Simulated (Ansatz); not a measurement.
# Te2Mo: a frozen normal mode, part 2 of 2

Aim: for Te2Mo, trace the energy along mode 4.

Ansatz 0.2.0; DFT PBEsol, scalar-relativistic, plane waves, PAW. Earlier steps stand in the parts before.

### Step 12. Point x = -0.300 Å

input.yaml

```yaml
crystal:
  lattice:
    - [3.4939942427, 0.0, 0.0]
    - [-1.7469971213, 3.0258877748, 0.0]
    - [0.0, 0.0, 14.0085389608]
  atoms:
    - { symbol: Te, position: [0.4290995248, 0.7367723844, 0.6211281373] }
    - { symbol: Te, position: [0.5709004752, 0.2632276156, 0.1211281373] }
    - { symbol: Te, position: [0.4290995248, 0.7367723844, 0.8788718627] }
    - { symbol: Te, position: [0.5709004752, 0.2632276156, 0.3788718627] }
    - { symbol: Mo, position: [0.2383963086, 0.597167941, 0.25] }
    - { symbol: Mo, position: [0.7616036914, 0.402832059, 0.75] }
basis:
  ecutwfc: 420
kpoints:
  mp_grid: { grid: [12, 12, 2] }
hamiltonian:
  xc: pbesol
scf:
  occupations: { method: gaussian, width: 0.05 }
output:
  forces: true
  stress: true
  eigenvalues: true
  write_density: true
  write_potential: true
  elf: true
  volumetric_format: npy
```

On the command line:

```
$ ansatz run input.yaml --threads 2 --pin off --max-ram 5120MiB --backend cpu --events-out ev --progress --plain --runs-dir out
```

Log (excerpt; [...] marks lines left out):

```text
[...]
SCF converged after 8 iterations
Free energy (F): -37402.659194 eV
[...]
E sigma→0 (E₀):  -37402.659194 eV
Fermi energy:    12.871664 eV
[...]
--- Forces (eV/Å), atoms counted from 1 ---
  atom   1  Te    -0.02747478    -0.05856581     0.05878317
  atom   2  Te     0.02747478     0.05856581     0.05878317
  atom   3  Te    -0.02747478    -0.05856581    -0.05878317
  atom   4  Te     0.02747478     0.05856581    -0.05878317
  atom   5  Mo     0.01712628     0.03671392     0.00000000
  atom   6  Mo    -0.01712628    -0.03671392     0.00000000
[...]
--- Stress (GPa, compression-positive) ---
        0.042562      -0.182395       0.000000
       -0.182395       0.235048       0.000000
        0.000000       0.000000       0.523334
  P = ⅓ Tr σ = 0.2670 GPa (2.670 kbar)
--- Band table (eV; the first three rows and the last of 148) ---
[...]
```

Run time: 86 s. Hardware: 2 threads of Intel Xeon at 2.50GHz (Skylake/Cascade Lake), shared host; peak memory 1 GiB.

Density in a lattice plane of the grid's cell (edges 3.49 and 14.01 Å, at 0.263 of the third edge), which holds Te.

Ten even steps from ' ' (0.03 e/Å³) to '@' (9.43 e/Å³):
```
            
            
            
        ..  
      ..++--
        ..  
            
            
            
            
            
      @@%%  
      ##**  
            
            
            
      ##++  
      @@%%  
            
            
```
Columns run along the first of these edges and rows up along the second, over one cell in 6 and 20 even steps from the bottom left corner. Atoms in the plane (fractional): Te at (0.57, 0.12), Te at (0.57, 0.38).

ELF in the same plane.

Ten even steps from '0' (0.03) to '9' (0.72):
```
121000
243232
344343
132264
242899
132264
344343
243232
121000
001441
129999
456007
456016
126666
332222
127666
456016
456007
129999
001330
```
Columns run along the first of these edges and rows up along the second, over one cell in 6 and 20 even steps from the bottom left corner. Atoms in the plane (fractional): Te at (0.57, 0.12), Te at (0.57, 0.38).

Both are smooth fields of the valence electrons: close to the nuclei they are not physical.

Outside the cores ELF peaks at 0.78 beside Te, off the lines to its neighbours, 1.3 Å from Te; 0.64 on the Te–Mo line, 1.2 Å from Te.

### Step 13. Point x = 0.200 Å

input.yaml

```yaml
crystal:
  lattice:
    - [3.4939942427, 0.0, 0.0]
    - [-1.7469971213, 3.0258877748, 0.0]
    - [0.0, 0.0, 14.0085389608]
  atoms:
    - { symbol: Te, position: [0.2694892057, 0.6199295215, 0.6211281373] }
    - { symbol: Te, position: [0.7305107943, 0.3800704785, 0.1211281373] }
    - { symbol: Te, position: [0.2694892057, 0.6199295215, 0.8788718627] }
    - { symbol: Te, position: [0.7305107943, 0.3800704785, 0.3788718627] }
    - { symbol: Mo, position: [0.3966246832, 0.7129991504, 0.25] }
    - { symbol: Mo, position: [0.6033753168, 0.2870008496, 0.75] }
basis:
  ecutwfc: 420
kpoints:
  mp_grid: { grid: [12, 12, 2] }
hamiltonian:
  xc: pbesol
scf:
  occupations: { method: gaussian, width: 0.05 }
output:
  forces: true
  stress: true
  eigenvalues: true
```

On the command line:

```
$ ansatz run input.yaml --threads 2 --pin off --max-ram 5120MiB --backend cpu --events-out ev --progress --plain --runs-dir out
```

Log (excerpt; [...] marks lines left out):

```text
[...]
SCF converged after 8 iterations
Free energy (F): -37402.681345 eV
[...]
E sigma→0 (E₀):  -37402.681345 eV
Fermi energy:    12.866034 eV
[...]
--- Forces (eV/Å), atoms counted from 1 ---
  atom   1  Te     0.05531065     0.04076158     0.03724499
  atom   2  Te    -0.05531065    -0.04076158     0.03724499
  atom   3  Te     0.05531065     0.04076158    -0.03724499
  atom   4  Te    -0.05531065    -0.04076158    -0.03724499
  atom   5  Mo    -0.03773906    -0.02854598     0.00000000
  atom   6  Mo     0.03773906     0.02854598     0.00000000
[...]
--- Stress (GPa, compression-positive) ---
        0.135327       0.033680       0.000000
        0.033680      -0.008898       0.000000
        0.000000       0.000000       0.352025
  P = ⅓ Tr σ = 0.1595 GPa (1.595 kbar)
--- Band table (eV; the first three rows and the last of 148) ---
[...]
```

It took 70 s on 2 threads of Intel Xeon at 2.50GHz (Skylake/Cascade Lake), shared host; peak memory 1 GiB.

### Step 14. x = -0.100 Å

input.yaml

```yaml
crystal:
  lattice:
    - [3.4939942427, 0.0, 0.0]
    - [-1.7469971213, 3.0258877748, 0.0]
    - [0.0, 0.0, 14.0085389608]
  atoms:
    - { symbol: Te, position: [0.3652553971, 0.6900352393, 0.6211281373] }
    - { symbol: Te, position: [0.6347446029, 0.3099647607, 0.1211281373] }
    - { symbol: Te, position: [0.3652553971, 0.6900352393, 0.8788718627] }
    - { symbol: Te, position: [0.6347446029, 0.3099647607, 0.3788718627] }
    - { symbol: Mo, position: [0.3016876584, 0.6435004248, 0.25] }
    - { symbol: Mo, position: [0.6983123416, 0.3564995752, 0.75] }
basis:
  ecutwfc: 420
kpoints:
  mp_grid: { grid: [12, 12, 2] }
hamiltonian:
  xc: pbesol
scf:
  occupations: { method: gaussian, width: 0.05 }
output:
  forces: true
  stress: true
  eigenvalues: true
  write_density: true
  write_potential: true
  elf: true
  volumetric_format: npy
```

On the command line:

```
$ ansatz run input.yaml --threads 2 --pin off --max-ram 5120MiB --backend cpu --events-out ev --progress --plain --runs-dir out
```

Log:

```text
[... 33 lines left out ...]
SCF 1 converged in 8 iterations: F = -37402.709376 eV  dr2 = 2.51e-9
SCF converged after 8 iterations
Free energy (F): -37402.709376 eV
Harris-Foulkes:  -37402.709376 eV  (|F-HF|=1.02e-10)
Internal energy: -37402.709376 eV  (E = F + TS)
E sigma→0 (E₀):  -37402.709376 eV
Fermi energy:    12.863143 eV
--- Per-component energies (eV) ---
  E_band       = -1136.678257
  E_kinetic    = 1612.001947
  E_local      = -7382.364802  (includes V_loc(G=0)·N_el)
  E_nonlocal   = -939.179303
  E_hartree    = 4132.191555
  E_xc         = -861.038655
  E_vxc        = -877.327409  (∫ρ·V_xc dr)
  E_paw        = -24628.680300  (= ΣΔE_a)
  E_vpaw       = -1814.193017  (= ΣTr[D̂ρ^β])
  E_aug_tail   = -0.000668  (compensation charges beyond the density's cutoff)
  E_ewald      = -9337.557009
  E_core_change = 1.917859  (= ΣΔE_core)
  E_smearing   = -0.000000  (= −TS)
  E_closure    = 0.000000  (closes the sum)
  Σ components = -37402.709376   (vs F -37402.709376, Δ=0.00e0)
--- Forces (eV/Å), atoms counted from 1 ---
  atom   1  Te    -0.01751859    -0.02123421     0.00762127
  atom   2  Te     0.01751859     0.02123421     0.00762127
  atom   3  Te    -0.01751859    -0.02123421    -0.00762127
  atom   4  Te     0.01751859     0.02123421    -0.00762127
  atom   5  Mo     0.01322622     0.01557553     0.00000000
  atom   6  Mo    -0.01322622    -0.01557553     0.00000000
  max |Σ_I F_I| component: 1.73e-18 eV/Å
--- Stress (GPa, compression-positive) ---
       -0.017655      -0.046290       0.000000
       -0.046290       0.055790       0.000000
        0.000000       0.000000       0.076401
  P = ⅓ Tr σ = 0.0382 GPa (0.382 kbar)
--- Band table (eV; the first three rows and the last of 148) ---
  k-point 0: bands = ["-48.1854", "-48.1854", "-24.1113", "-24.1110", "-24.1106", "-24.1103", "-24.0988", "-24.0986", "-24.0985", "-24.0982", "-24.0458", "-24.0444", "-24.0438", "-24.0434", "-24.0345", "-24.0336", "-24.0327", "-24.0326", "-24.0248", "-24.0233", "-24.0157", "-24.0142", "-22.3914", "-22.3913", "-22.2179", "-22.2179", "-22.2173", "-22.2173", "-0.6179", "-0.2984", "0.2415", "0.7423", "6.5508", "7.8495", "9.3189", "10.7065", "10.7118", "10.7191", "10.7269", "11.3904", "11.4965", "11.5091", "11.5336", "11.5354", "12.1256", "12.4824", "15.4814", "15.5527", "15.6028", "15.6824", "15.7115", "15.7907", "15.9555", "16.0271", "18.2458", "18.7618"]
  k-point 1: bands = ["-48.1854", "-48.1854", "-24.1112", "-24.1112", "-24.1105", "-24.1105", "-24.0987", "-24.0987", "-24.0984", "-24.0984", "-24.0449", "-24.0449", "-24.0439", "-24.0439", "-24.0335", "-24.0335", "-24.0331", "-24.0331", "-24.0241", "-24.0241", "-24.0149", "-24.0149", "-22.3914", "-22.3914", "-22.2179", "-22.2179", "-22.2173", "-22.2173", "-0.4953", "-0.4953", "0.5257", "0.5257", "7.0493", "7.0493", "10.4009", "10.4009", "10.7154", "10.7154", "10.7165", "10.7165", "11.5161", "11.5161", "11.5215", "11.5215", "12.3911", "12.3911", "15.5335", "15.5335", "15.5690", "15.5690", "15.8813", "15.8813", "15.9173", "15.9173", "18.6015", "18.6015"]
  k-point 2: bands = ["-48.1848", "-48.1848", "-24.1101", "-24.1097", "-24.1095", "-24.1091", "-24.0997", "-24.0995", "-24.0972", "-24.0970", "-24.0461", "-24.0450", "-24.0443", "-24.0439", "-24.0365", "-24.0348", "-24.0339", "-24.0328", "-24.0240", "-24.0226", "-24.0148", "-24.0134", "-22.3862", "-22.3862", "-22.2282", "-22.2282", "-22.2193", "-22.2193", "-0.5166", "-0.1985", "0.3167", "0.8081", "6.6636", "7.9566", "9.2728", "10.4813", "10.5081", "10.7908", "10.8076", "11.0973", "11.3702", "11.4052", "11.4223", "11.5035", "12.3535", "12.3881", "15.1157", "15.2546", "15.2707", "15.3948", "15.5275", "15.5767", "15.7441", "15.7798", "18.6873", "19.2066"]
  k-point 147: bands = ["-48.1751", "-48.1751", "-24.1236", "-24.1236", "-24.0991", "-24.0991", "-24.0866", "-24.0866", "-24.0757", "-24.0757", "-24.0573", "-24.0573", "-24.0519", "-24.0519", "-24.0494", "-24.0494", "-24.0353", "-24.0353", "-24.0153", "-24.0153", "-24.0016", "-24.0016", "-22.3703", "-22.3703", "-22.3155", "-22.3155", "-22.2460", "-22.2460", "1.6508", "1.6508", "1.9406", "1.9406", "6.7314", "6.7314", "7.5200", "7.5200", "8.9728", "8.9728", "10.0416", "10.0416", "10.5454", "10.5454", "11.5288", "11.5288", "12.1214", "12.1214", "13.8708", "13.8708", "14.1999", "14.1999", "15.5621", "15.5621", "16.1071", "16.1071", "16.6570", "16.6570"]
```

Run time: 83 s. Hardware: 2 threads of Intel Xeon at 2.50GHz (Skylake/Cascade Lake), shared host; peak memory 1 GiB.

Density in a lattice plane of the grid's cell (edges 3.49 and 14.01 Å, at 0.310 of the third edge), which holds Te.

Ten even steps from '0' (0.04 e/Å³) to '9' (11.39 e/Å³):
```
000000
000000
000000
000020
000253
000020
000000
000000
000000
000000
000000
000491
000371
000000
000000
000000
000371
000491
000000
000000
```
Columns run along the first of these edges and rows up along the second, over one cell in 6 and 20 even steps from the bottom left corner. Atoms in the plane (fractional): Te at (0.63, 0.12), Te at (0.63, 0.38).

ELF in the same plane.

Values, 12 rows by 6 columns:
```
0.48 0.59 0.49 0.19 0.09 0.16
0.47 0.52 0.49 0.25 0.20 0.23
0.19 0.35 0.18 0.73 0.41 0.74
0.47 0.52 0.48 0.25 0.21 0.23
0.48 0.59 0.49 0.19 0.09 0.16
0.06 0.07 0.09 0.26 0.38 0.19
0.51 0.16 0.60 0.41 0.21 0.54
0.49 0.24 0.58 0.39 0.25 0.48
0.20 0.30 0.19 0.21 0.21 0.21
0.49 0.24 0.59 0.39 0.26 0.48
0.51 0.16 0.60 0.42 0.19 0.54
0.05 0.06 0.08 0.23 0.37 0.16
```
Columns run along the first of these edges and rows up along the second, over one cell in 6 and 12 even steps from the bottom left corner. Atoms in the plane (fractional): Te at (0.63, 0.12), Te at (0.63, 0.38).

Both are smooth fields of the valence electrons: close to the nuclei they are not physical.

Outside the cores ELF peaks at 0.79 beside Te, off the lines to its neighbours, 1.3 Å from Te; 0.64 on the Te–Mo line, 1.2 Å from Te.

### Step 15. Point x = 0.350 Å

input.yaml

```yaml
crystal:
  lattice:
    - [3.4939942427, 0.0, 0.0]
    - [-1.7469971213, 3.0258877748, 0.0]
    - [0.0, 0.0, 14.0085389608]
  atoms:
    - { symbol: Te, position: [0.22160611, 0.5848766626, 0.6211281373] }
    - { symbol: Te, position: [0.77839389, 0.4151233374, 0.1211281373] }
    - { symbol: Te, position: [0.22160611, 0.5848766626, 0.8788718627] }
    - { symbol: Te, position: [0.77839389, 0.4151233374, 0.3788718627] }
    - { symbol: Mo, position: [0.4440931956, 0.7477485133, 0.25] }
    - { symbol: Mo, position: [0.5559068044, 0.2522514867, 0.75] }
basis:
  ecutwfc: 420
kpoints:
  mp_grid: { grid: [12, 12, 2] }
hamiltonian:
  xc: pbesol
scf:
  occupations: { method: gaussian, width: 0.05 }
output:
  forces: true
  stress: true
  eigenvalues: true
```

On the command line:

```
$ ansatz run input.yaml --threads 2 --pin off --max-ram 5120MiB --backend cpu --events-out ev --progress --plain --runs-dir out
```

Log (excerpt; [...] marks lines left out):

```text
Warning: RAYON_NUM_THREADS=2 ignored (pool sized by the plan → 2); use --threads N
[...]
[... 4 set-up lines as earlier in the session ...]
[...]
Crystal: 6 atoms, lattice volume = 148.104 Å³
Basis set: ecut = 420 eV, 2849 PW (Γ), exchange–correlation on 48×48×192 points (8 copies of the dense FFT grid, shifted against one another)
Bands: 56, of which v1, the nominal top of the filled ones, is band 46 counted from 1 (45 counted from 0)
[... 2 set-up lines as earlier in the session ...]
k-points: 148 of 288
[...]
SCF iter   1: F=—  HF=-37402.605311 eV  |F-HF|=—  |Δ(HF+E_count)|=         —  Δρ=5.55e-3  dr2=3.16e-2  ethr=1.77e-3  ⟨swp⟩=7.6  Hψ=32605  notcnv=0  defer=8
[...]
SCF iter   7: F=-37402.607012 eV  HF=-37402.607012 eV  |F-HF|=1.83e-9  |Δ(HF+E_count)|=   2.96e-7  Δρ=5.14e-6  dr2=6.15e-8  ethr=1.09e-10  ⟨swp⟩=9.8  Hψ=34123  notcnv=0
[...]
SCF converged after 7 iterations
Free energy (F): -37402.607012 eV
[...]
E sigma→0 (E₀):  -37402.607012 eV
Fermi energy:    12.882283 eV
[...]
--- Forces (eV/Å), atoms counted from 1 ---
  atom   1  Te     0.10451403     0.06250540     0.11702278
  atom   2  Te    -0.10451403    -0.06250540     0.11702278
  atom   3  Te     0.10451403     0.06250540    -0.11702278
  atom   4  Te    -0.10451403    -0.06250540    -0.11702278
  atom   5  Mo    -0.06408651    -0.03754482     0.00000000
  atom   6  Mo     0.06408651     0.03754482     0.00000000
[...]
--- Stress (GPa, compression-positive) ---
        0.288399       0.003571       0.000000
        0.003571       0.047064       0.000000
        0.000000       0.000000       1.104551
  P = ⅓ Tr σ = 0.4800 GPa (4.800 kbar)
--- Band table (eV; the first three rows and the last of 148) ---
[...]
```

It took 63 s on 2 threads of Intel Xeon at 2.50GHz (Skylake/Cascade Lake), shared host; peak memory 1 GiB.

### Step 16. Changing settings: hubbard.sites [{species: Mo, l: d, u_eff: 3.0}], hubbard.double_counting amf, chi_scale 0.1

input.yaml, as its differences from that of step 15:

```diff
@@ -18,7 +18,9 @@
   xc: pbesol
+  hubbard: { sites: [{ species: Mo, l: d, u_eff: 3.0 }], double_counting: amf }
 scf:
   occupations: { method: gaussian, width: 0.05 }
+  initial_density: { chi_scale: 0.1 }
 output:
   forces: true
+  eigenvalues: true
   stress: true
-  eigenvalues: true
```

On the command line:

```
$ ansatz run input.yaml --threads 2 --pin off --max-ram 5120MiB --backend cpu --events-out ev --progress --plain --runs-dir out
```

Log (excerpt; [...] marks lines left out):

```text
Warning: RAYON_NUM_THREADS=2 ignored (pool sized by the plan → 2); use --threads N
Te: projections on atomic orbitals take those of the free atom [Kr] 4d10 5s2 5p4, of charge +0.00 (hamiltonian.pseudopotentials.projection_atoms); the dataset's partial waves leave at most 7.8e-6 of an orbital's norm unspanned inside its sphere
Mo: projections on atomic orbitals take those of the free atom [Ar 3d10] 4s2 4p6 4d5 5s1, of charge +0.00 (hamiltonian.pseudopotentials.projection_atoms); the dataset's partial waves leave at most 6.0e-6 of an orbital's norm unspanned inside its sphere
[...]
[... 4 set-up lines as earlier in the session ...]
[...]
Crystal: 6 atoms, lattice volume = 148.104 Å³
[...]
SCF iter   9: F=-37402.613817 eV  HF=-37402.613817 eV  |F-HF|=1.22e-9  |Δ(HF+E_count)|=   1.55e-7  Δρ=3.20e-6  dr2=1.86e-8  ethr=1.09e-10  ⟨swp⟩=12.7  Hψ=36518  notcnv=0
[...]
SCF converged after 9 iterations
Free energy (F): -37402.613817 eV
[...]
E sigma→0 (E₀):  -37402.613817 eV
Fermi energy:    12.870122 eV
[...]
DFT+U double counting: amf (around mean field; hamiltonian.hubbard.double_counting)
--- Forces (eV/Å), atoms counted from 1 ---
  atom   1  Te     0.10516979     0.06107576     0.11250165
  atom   2  Te    -0.10516979    -0.06107576     0.11250165
  atom   3  Te     0.10516979     0.06107576    -0.11250165
  atom   4  Te    -0.10516979    -0.06107576    -0.11250165
  atom   5  Mo    -0.06444898    -0.04103528     0.00000000
  atom   6  Mo     0.06444898     0.04103528     0.00000000
[...]
--- Stress (GPa, compression-positive) ---
        0.316508      -0.002870       0.000000
       -0.002870       0.102781       0.000000
        0.000000       0.000000       1.127608
  P = ⅓ Tr σ = 0.5156 GPa (5.156 kbar)
--- Band table (eV; the first three rows and the last of 148) ---
[...]
Occupation matrices written to <dir>
```

Run time: 94 s. Hardware: 2 threads of Intel Xeon at 2.50GHz (Skylake/Cascade Lake), shared host; peak memory 1.7 GiB.

| run | ending | energy change | pressure (GPa) | gap (eV) | force (eV/Å) | cycles | time |
| --- | --- | --- | --- | --- | --- | --- | --- |
| step 15 | converged | 0 | 0.5 | 0.72 | 0.17 | 7 | 63 s |
| variant | converged | -1.1 meV/atom (U changed: no physical gain or loss) | 0.5 | 0.68 | 0.17 | 9 | 94 s |

Changing the Hubbard U and start moves the energy by -1.1 meV/atom, and the gap on the mesh goes from 0.72 to 0.68 eV. The U term adds an energy of its own, so the shift says nothing about which run is better. Cost: 9 SCF cycles against 7, 94 s against 63 s.

### Step 17. All points together

All points in order; energies are free energies above the reference cell:

```
 x (Å)  ΔE (meV/cell)  force along the mode (eV/Å)  pressure (GPa)  gap on the mesh (eV)
-0.400           90.6                        0.325             0.4                  0.71
-0.300           58.0                        0.319             0.3                  0.75
-0.200           28.6                        0.259             0.1                  0.76
-0.100            7.8                        0.150             0.0                  0.77
 0.000            0.0                        0.000             0.0                  0.77
 0.100            8.7                       -0.177             0.0                  0.77
 0.200           35.8                       -0.365             0.2                  0.75
 0.300           81.2                       -0.540             0.4                  0.74
 0.350          110.2                       -0.615             0.5                  0.72
 0.400          142.5                       -0.678             0.6                  0.68
```

### Step 18. What came out

What follows sums up all 2 parts.

```
                                                                                                                       quantity                                                         value
                                                                                                harmonic wavenumber of the mode                                                       25 cm⁻¹
                                                                             the same from the force at an amplitude of 0.100 Å                                                       25 cm⁻¹
                                                                      step 5, run with occupations.width 0.005 (against step 4)                                                  0.0 meV/atom
                                 step 10, run with occupations.method methfessel_paxton, occupations.width 1.0 (against step 9)                   converged, 7 SCF cycles; not a sound result
step 16, run with hubbard.sites [{species: Mo, l: d, u_eff: 3.0}], hubbard.double_counting amf, chi_scale 0.1 (against step 15)  -1.1 meV/atom; the gap on the mesh goes from 0.72 to 0.68 eV
```

In words: The force at the smallest amplitude gives 25 cm⁻¹ against 25 cm⁻¹ from the phonon run, so the curve is close to a parabola there. No sampled point lies below the undisturbed cell. The gap on the mesh stays between 0.68 and 0.77 eV. Spin-orbit coupling is left out, which matters for the bands of Te. Layers here are held mostly by dispersion, which this level lacks, so their spacing and the stiffness across them are unreliable there.
